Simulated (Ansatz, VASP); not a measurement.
**One calculation of Sn, two programs**

```
Sn
1.0
    -2.02919    2.02919    1.66076
     2.02919   -2.02919    1.66076
     2.02919    2.02919   -1.66076
Sn
1
Direct
  0.00000 0.00000 0.00000
```

This isn't the form of Sn at room conditions, which is tetragonal (white tin).

Alike in both runs: task relaxation of cell and atoms; functional revPBE; dispersion D3(BJ); k mesh 10 × 10 × 10; occupations fermi-dirac, width 0.05 eV; no spin polarisation.

```csv
,VASP,Ansatz
version,VASP 6.6.1,Ansatz 0.2.0
potentials or method,"VASP PAW PBE potentials, release 64 (Sn_d)",Ansatz PAW
plane-wave cutoff (eV),600,420
valence electrons in the cell,14,14
```

```tsv
	VASP	Ansatz	Ansatz less VASP
gap on the k mesh at the Fermi level, each at its own relaxed structure (eV)	none	none	-
relaxed volume (Å³/atom)	26.04	26.03	-0.016
relaxed cell length with the largest relative difference (Å)	3.257	3.256	-0.0005
energy change over the relaxation (meV/atom)	-12	-11	0.0
```

A gap of «none» marks a metal or a gap that the smearing closes.

Caveats: pairwise dispersion overbinds metals, which lowers pressure and volume; the PAW data sets were made with another functional, which shifts forces and pressure a little (VASP); the plane-wave basis is chosen anew once the cell has moved, so the energies of steps on either side of that aren't comparable (Ansatz); the PAW data sets come from PBE, with cores solved anew for the run's functional, which leaves a small shift of forces and pressure (Ansatz).
